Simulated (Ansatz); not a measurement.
Input of an Ansatz 0.2.0 run:

The input input.yaml:

```yaml
crystal:
  lattice:
    - [0.0, 3.2145, 3.2145]
    - [3.2145, 0.0, 3.2145]
    - [3.2145, 3.2145, 0.0]
  atoms:
    - { symbol: Hg, position: [0.0, 0.0, 0.0] }
    - { symbol: Te, position: [0.75, 0.75, 0.75] }
hamiltonian:
  xc: pbe0
  pseudopotentials: { kind: paw_fr }
magnetization:
  noncollinear: true
  spin_orbit: true
kpoints:
  mp_grid: { grid: [4, 4, 4] }
scf:
  occupations: { method: fermi_dirac, width: 0.05 }
output:
  forces: true
  stress: true
  eigenvalues: true
  write_density: true
  write_potential: true
  elf: true
  volumetric_format: npy
```

Potentials or basis: Ansatz PAW.

Run with:

```console
$ ansatz run input.yaml --threads 2 --pin off --max-ram 5632MiB --backend cpu --events-out ev --progress --plain --runs-dir out
```

(1) Estimate the pressure.

(2) Estimate the band gap on the k mesh.

Results:

(1) 2.9 GPa.

(2) none (metal or under the smearing width).

Caveat: the k mesh is coarse (spacing up to 0.42 Å⁻¹), so the values aren't converged, least of all with exact exchange; the PAW data sets come from PBE, with cores solved anew for the run's functional, which leaves a small shift of forces and pressure; the thresholds are loose for stress.
